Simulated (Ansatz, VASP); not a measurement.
## GaAs: VASP beside Ansatz

```
Ga As
1.0
     0.00000    2.87509    2.87509
     2.87509    0.00000    2.87509
     2.87509    2.87509    0.00000
Ga As
1 1
Direct
  0.00000 0.00000 0.00000
  0.75000 0.75000 0.75000
```

The cell is a database's computed one.

Alike in both runs: task relaxation of cell and atoms; functional PBEsol; k mesh 10 × 10 × 10; occupations gaussian, width 0.01 eV; no spin polarisation.

|  | VASP | Ansatz |
| --- | --- | --- |
| version | VASP 6.6.1 | Ansatz 0.2.0 |
| potentials or method | VASP PAW PBE potentials, release 64 (Ga_d, As) | scalar-relativistic, plane waves, PAW |
| plane-wave cutoff (eV) | 600 | 420 |
| valence electrons in the cell | 18 | 28 |

|  | VASP | Ansatz | Ansatz less VASP |
| --- | --- | --- | --- |
| gap on the k mesh at the Fermi level, each at its own relaxed structure (eV) | 0.42 | 0.43 | +0.005 |
| relaxed volume (Å³/atom) | 22.70 | 22.64 | -0.059 |
| relaxed cell length with the largest relative difference (Å) | 4.004 | 4.001 | -0.0035 |
| energy change over the relaxation (meV/atom) | -10 | -11 | -0.8 |

The two sets of potentials don't hold the same shells in valence.

Caveats: the PAW data sets were made with another functional, which shifts forces and pressure a little (VASP). A k mesh can miss the band edges. PBEsol gaps usually lie below the measured ones, often by a third to a half.
